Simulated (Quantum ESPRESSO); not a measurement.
Ni: phonon dispersion with PBE

Ni:

```
Ni
1.0
     0.00000    1.73757    1.73757
     1.73757    0.00000    1.73757
     1.73757    1.73757    0.00000
Ni
1
Direct
  0.00000 0.00000 0.00000
```

| Property | Result |
| --- | --- |
| Program | Quantum ESPRESSO 7.5 |
| Task | phonon dispersion |
| Functional | PBE |
| Potentials or basis | GBRV 1.5 PBE |
| Cutoff | 612 eV |
| Density cutoff | 4898 eV |
| k mesh | 12 × 12 × 12 |
| Occupations | methfessel-paxton, width 0.2 eV |
| Spin | collinear spin, ferromagnetic start |
| Starting moments | [1.0] μB |
| Mixing beta | 0.3 |
| Most SCF iterations | 120 |
| SCF threshold | 2e-10 Ry |
| q mesh | 2 × 2 × 2 |

```json
{"Relaxed volume": "10.87 Å³/atom", "Relaxed cell": "a = 2.486 Å, b = 2.486 Å, c = 2.486 Å, α = 60.00°, β = 60.00°, γ = 60.00°", "Space group after relaxing (to 0.05 Å)": "Fm-3m (No. 225)", "Pressure after relaxing": "0.4 GPa", "Band gap on the k mesh": "none (metal or under the smearing width)", "Net moment": "0.70 μB per cell", "Absolute moment": "0.81 μB per cell", "Site moments": "Ni +0.75 μB", "Valence electrons inside the program's atomic spheres": "Ni 16.67", "Highest phonon frequency": "296 cm⁻¹", "Zero-point energy": "0.038 eV/atom"}
```

Step by step:
| step | energy change (eV) | largest force (eV/Å) | pressure (GPa) | volume (Å³) |
| --- | --- | --- | --- | --- |
| 1 | 0.0000 | 0.0000 | 8.17 | 10.49 |
| 2 | -0.0091 | 0.0000 | -1.35 | 10.93 |
| 3 | -0.0093 | 0.0000 | -0.05 | 10.87 |
| 4 | -0.0093 | 0.0000 | 0.00 | 10.87 |

Final structure:
```yaml
crystal:
  lattice:
    - [0.00000, 1.75806, 1.75806]
    - [1.75806, 0.00000, 1.75806]
    - [1.75806, 1.75806, 0.00000]
  atoms:
    - { symbol: Ni, position: [0.00000, 0.00000, 0.00000] }
```

Levels at points of the mesh, in eV from the Fermi level:
Spin up:
| k point | band 7 | band 8 | band 9 | band 10 | band 11 | band 12 |
| --- | --- | --- | --- | --- | --- | --- |
| (0.00, 0.00, 0.00) | -2.54 | -2.54 | -1.40 | -1.40 | 23.46 | 27.38 |
| (0.00, 0.00, -0.50) | -2.55 | -0.72 | -0.72 | -0.40 | 5.54 | 21.99 |
| (0.00, -0.50, -0.50) | -0.69 | -0.57 | -0.57 | 2.34 | 9.07 | 14.68 |
Spin down:
```
             k point  band 6  band 7  band 8  band 9  band 10  band 11
  (0.00, 0.00, 0.00)   -1.69   -1.69   -1.69   -0.63    -0.63    23.27
 (0.00, 0.00, -0.50)   -1.79   -1.79   -0.46    0.19     0.19     6.04
(0.00, -0.50, -0.50)   -3.62    0.12    0.42    0.42     2.30     9.41
```

Phonon frequencies in cm⁻¹ (negative: imaginary):
```csv
q point,frequencies
"(0.000, 0.000, 0.000)",0 0 0
"(0.318, 0.000, 0.318)",179 179 243
"(0.500, 0.150, 0.650)",212 230 274
"(0.346, 0.346, 0.692)",187 254 258
"(0.144, 0.144, 0.288)",92 132 188
"(0.091, 0.091, 0.091)",42 42 83
"(0.409, 0.409, 0.409)",144 144 284
"(0.589, 0.321, 0.589)",182 229 274
"(0.500, 0.275, 0.725)",210 251 256
"(0.500, 0.450, 0.550)",155 163 293
"(0.431, 0.431, 0.639)",172 207 282
"(0.562, 0.125, 0.562)",207 222 283
```

Phonon frequencies at the corners of the path (cm⁻¹, interpolated; i marks imaginary ones):
| point | frequencies |
| --- | --- |
| Γ | 0 0 0 |
| X | 211 211 288 |
| W | 212 253 253 |
| K | 195 244 268 |
| L | 150 150 296 |
| U | 195 244 268 |

Phonon states per cell in windows of 20 cm⁻¹ (negative: imaginary):
```csv
from (cm⁻¹),total
0,0.00
20,0.00
40,0.01
60,0.03
80,0.06
100,0.09
120,0.16
140,0.30
160,0.39
180,0.43
200,0.38
220,0.27
240,0.20
260,0.54
280,0.12
```

Harmonic thermodynamics per atom at this volume (zero-point energy 37.5 meV, Debye temperature from the second moment 388 K):
```
 T (K)  free energy (meV)  entropy (k_B)  heat capacity Cv (k_B)
    50               37.4           0.14                    0.45
   100               35.4           0.82                    1.58
   200               21.8           2.27                    2.51
298.15               -2.1           3.33                    2.76
   500              -73.8           4.80                    2.91
   800             -217.1           6.18                    2.97
```

It took 17 min on 1 thread of Arm Neoverse V1 (shared host), peak memory 0.09 GiB.

Caveat: the mesh is thin for the phonons of a metal; the q mesh is small, so phonon branches between its points and thermal values are rough.
